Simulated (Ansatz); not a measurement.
Crystal: Bi.

```xyz
2
Lattice="3.4886 -3.1326 0.0000 3.4886 3.1326 0.0000 -1.2602 0.0000 3.1136" Properties=species:S:1:pos:R:3 pbc="T T T"
Bi    4.1738    0.0000    2.6695
Bi    1.5432    0.0000    0.4440
```

This isn't the form of Bi at room conditions, which is rhombohedral.

* Program: Ansatz 0.2.0
* Task: relaxation of cell and atoms
* Functional: B3LYP
* Potentials or basis: Ansatz PAW
* Cutoff: 420 eV (not typed: the program's choice for these potentials)
* k mesh: 3 × 3 × 5
* Occupations: fermi-dirac, width 0.05 eV
* Spin: no spin polarisation

At the start: volume 34.03 Å³/atom.

**Question.** Where does the relaxation end?

**Answer.** It ends after 8 steps and the volume is 36.58 Å³/atom (+7.5 %); space group C2/m (No. 12, to 0.05 Å).

The path:
| step | energy change (eV) | largest force (eV/Å) | volume (Å³) |
| --- | --- | --- | --- |
| 1 | 0.0000 | 0.4203 | 68.05 |
| 2 | -0.1127 | 0.1144 | 70.47 |
| 3 | -0.1211 | 0.0139 | 71.70 |
| 4 | -0.1249 | 0.1051 | 73.61 |
| 5 | -0.1303 | 0.0309 | 73.04 |
| 6 | -0.1311 | 0.0049 | 73.16 |
| 7 | -0.1313 | 0.0049 | 73.16 |
| 8 | -0.1322 | 0.0048 | 73.16 |

Final structure:
```yaml
crystal:
  lattice:
    - [3.54613, -3.15013, -0.01008]
    - [3.54613, 3.15013, -0.01008]
    - [-1.29002, 0.00000, 3.27843]
  atoms:
    - { symbol: Bi, position: [0.77430, 0.77430, 0.90112] }
    - { symbol: Bi, position: [0.22570, 0.22570, 0.09888] }
```

Caveat: the k mesh is coarse (spacing up to 0.47 Å⁻¹), so the values aren't converged, least of all with exact exchange; the plane-wave basis is chosen anew once the cell has moved, so the energies of steps on either side of that aren't comparable; the PAW data sets come from PBE, with cores solved anew for the run's functional, which leaves a small shift of forces and pressure.
